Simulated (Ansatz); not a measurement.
# TaN: a line through an energy map

One line of a two-coordinate grid on TaN (P6_3mc, No. 186; 4 atoms in the cell): strain +e along x and -e along y is varied, at strain +e along z and -e/2 along x and y = −7.5 %.

Method: DFT PBEsol, scalar-relativistic, plane waves, PAW, in Ansatz 0.2.0.

1 further run of the same task is left out (set aside as unsound or not needed). Runs told in other sessions of the task aren't counted.

**1. The starting structure**

The structure is hexagonal, space group P6_3mc (No. 186). Conventional cell: a = 3.122 Å, b = 3.122 Å, c = 6.052 Å, α = 90.00°, β = 90.00°, γ = 120.00°. Ta (site symmetry 3m) has 4 N at 1.97 to 2.09 Å in its first shell of neighbours. N (site symmetry 3m) has 4 Ta at 1.97 to 2.09 Å in its first shell of neighbours.

As a file:

```cif
data_structure
_symmetry_space_group_name_H-M 'P6_3mc'
_symmetry_Int_Tables_number 186
_cell_length_a 3.1220
_cell_length_b 3.1220
_cell_length_c 6.0516
_cell_angle_alpha 90.000
_cell_angle_beta 90.000
_cell_angle_gamma 120.000
_cell_volume 51.08
loop_
_atom_site_label
_atom_site_type_symbol
_atom_site_symmetry_multiplicity
_atom_site_Wyckoff_symbol
_atom_site_fract_x
_atom_site_fract_y
_atom_site_fract_z
_atom_site_occupancy
Ta1 Ta 2 b 0.33333 0.66667 0.03010 1
N1 N 2 b 0.33333 0.66667 0.35490 1
```

It is the result of an earlier relaxation at this level (volume 12.77 Å³/atom; gap on the mesh: none (metal)).

**2. What is varied**

The energy is mapped over two homogeneous strains (x along [1 0 0], y along [1 2 0], z along [0 0 1] of the conventional cell).

- strain +e along x and -e along y: 5 values from −15.0 to 15.0 %
- strain +e along z and -e/2 along x and y: 5 values from −15.0 to 15.0 %

Nothing else is relaxed (fractional coordinates fixed). Energies count from the relaxed crystal. Points are written as (first, second).

**3. The run at (−15.0 %, −7.5 %)**

input.yaml reads:

```yaml
crystal:
  lattice:
    - [2.770763964, 0.0, 0.0]
    - [-1.385381982, 3.2106681432, 0.0]
    - [0.0, 0.0, 5.5977576298]
  atoms:
    - { symbol: Ta, position: [0.3333333333, 0.6666666667, 0.0301041378] }
    - { symbol: Ta, position: [0.6666666667, 0.3333333333, 0.5301041378] }
    - { symbol: "N", position: [0.3333333333, 0.6666666667, 0.3548958622] }
    - { symbol: "N", position: [0.6666666667, 0.3333333333, 0.8548958622] }
basis:
  ecutwfc: 520.0
kpoints:
  mp_grid: { grid: [15, 15, 8] }
hamiltonian:
  xc: pbesol
  pseudopotentials: { kind: paw, azcp: { folder: soft_1 } }
scf:
  occupations: { method: gaussian, width: 0.15 }
output:
  forces: true
  stress: true
  eigenvalues: true
```

Launch:

```sh
$ ansatz run input.yaml --threads 2 --pin off --max-ram 4096MiB --backend cpu --events-out ev --progress --plain --runs-dir out
```

The session goes on with these runs: the other points of the line.

**Question.** What will these runs give? Wanted: for each run, strain +e along x and -e along y; energy; slope; pressure; largest force on an atom.

The runs gave:

| strain +e along x and -e along y (%) | step | energy (meV/atom) | slope (meV/atom per %) | pressure (GPa) | largest force on an atom (eV/Å) |
| --- | --- | --- | --- | --- | --- |
| −15.0 | 3 | 523 | −50 | 27.5 | 3.85 |
| −7.5 | 4 | 256 | −23 | 16.3 | 3.52 |
| 0.0 | 5 | 170 | 0 | 12.7 | 3.45 |
| 7.5 | 6 | 263 | 26 | 16.4 | 3.67 |
| 15.0 | 7 | 566 | 55 | 28.4 | 4.96 |

Energies count from the relaxed crystal. Slopes come from the forces (and the stress, where the cell changes), not from differences of energies.

**Reading.** Of the points computed the energy is lowest at 0.0 %, 170 meV/atom from the zero. A fit to energies and slopes at the lowest point and its two neighbours puts the minimum at 0.00 %, with a curvature of about 3.1 meV/atom per %². Divided by the reference volume, that is a stiffness of about 390 GPa for this pattern of strain, with the ions clamped. The highest point computed, at 15.0 %, lies 396 meV/atom above the lowest. This is one cut through a surface in two coordinates; the map's lowest point lies off it. The gap on the mesh closes on part of the grid. Spin-orbit coupling is left out for Ta.
